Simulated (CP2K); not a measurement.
Here is a CP2K 2026.2 calculation.

File ti_charges.inp:

```
&GLOBAL
  PROJECT ti_charges
  RUN_TYPE ENERGY_FORCE
  PRINT_LEVEL LOW
&END GLOBAL
&FORCE_EVAL
  METHOD QS
  STRESS_TENSOR ANALYTICAL
  &DFT
    BASIS_SET_FILE_NAME BASIS_MOLOPT_UZH
    POTENTIAL_FILE_NAME POTENTIAL_UZH
    &MGRID
      CUTOFF 675
      REL_CUTOFF 60
      NGRIDS 4
    &END MGRID
    &QS
      METHOD GPW
      EPS_DEFAULT 1.0E-10
    &END QS
    &KPOINTS
      SCHEME MONKHORST-PACK 10 10 6
      GAMMA_CENTERED T
      SYMMETRY T
      SYMMETRY_BACKEND SPGLIB
    &END KPOINTS
    &SCF
      SCF_GUESS ATOMIC
      EPS_SCF 1.0E-6
      MAX_SCF 100
      ADDED_MOS 16
      CHOLESKY OFF
      EPS_EIGVAL 1.0E-7
      &DIAGONALIZATION ON
        ALGORITHM STANDARD
      &END DIAGONALIZATION
      &MIXING ON
        METHOD BROYDEN_MIXING
        ALPHA 0.4
        BETA 1.5
        NBUFFER 8
      &END MIXING
      &SMEAR ON
        METHOD FERMI_DIRAC
        ELECTRONIC_TEMPERATURE [K] 580.226
      &END SMEAR
    &END SCF
    &XC
      &XC_FUNCTIONAL BEEFVDW
      &END XC_FUNCTIONAL
      &VDW_POTENTIAL
        POTENTIAL_TYPE NON_LOCAL
        &NON_LOCAL
          TYPE LMKLL
          KERNEL_FILE_NAME vdW_kernel_table.dat
          CUTOFF 300
        &END NON_LOCAL
      &END VDW_POTENTIAL
    &END XC
    &PRINT
      &KPOINTS ON
      &END KPOINTS
      &MULLIKEN ON
      &END MULLIKEN
      &MO ON
        ENERGIES T
        OCCUPATION_NUMBERS T
        &EACH
          QS_SCF 0
        &END EACH
        ADD_LAST NUMERIC
      &END MO
      &LOWDIN ON
      &END LOWDIN
      &HIRSHFELD ON
        SHAPE_FUNCTION DENSITY
      &END HIRSHFELD
      &VORONOI ON
        VORONOI_RADII VDW
      &END VORONOI
    &END PRINT
  &END DFT
  &SUBSYS
    &CELL
      A 2.9500000000 0.0000000000 0.0000000000
      B -1.4750000000 2.5547749412 0.0000000000
      C 0.0000000000 0.0000000000 4.6800000000
      PERIODIC XYZ
    &END CELL
    &COORD
      SCALED
      Ti  0.6666666667 0.3333333333 0.7500000000
      Ti  0.3333333333 0.6666666667 0.2500000000
    &END COORD
    &KIND Ti
      BASIS_SET TZVP-MOLOPT-PBE-GTH-q12
      POTENTIAL GTH-PBE-q12
    &END KIND
    &PRINT
      &ATOMIC_COORDINATES ON
      &END ATOMIC_COORDINATES
      &CELL ON
      &END CELL
    &END PRINT
  &END SUBSYS
  &PRINT
    &FORCES ON
    &END FORCES
    &STRESS_TENSOR ON
    &END STRESS_TENSOR
  &END PRINT
&END FORCE_EVAL
```

Potentials or basis: POTENTIAL_UZH Ti GTH-PBE-q12; TZVP-MOLOPT-PBE-GTH basis.

Launch:

```sh
$ OMP_NUM_THREADS=1 cp2k.psmp -i ti_charges.inp -o ti_charges.out
```

What does it give for the largest force?

0.322 eV/Å.

What does it give for the band gap on the k mesh?

None (metal or under the smearing width).

Predict the pressure.

-1.2 GPa.

Forces in eV/Å, atoms in the order of the input:
```
Ti   0.000  0.000  0.322
Ti   0.000  0.000 -0.322
```

Caveat: the potentials were made for another functional, which shifts forces and pressure; the basis of atomic orbitals isn't converged, which shifts pressures, moduli and gaps.
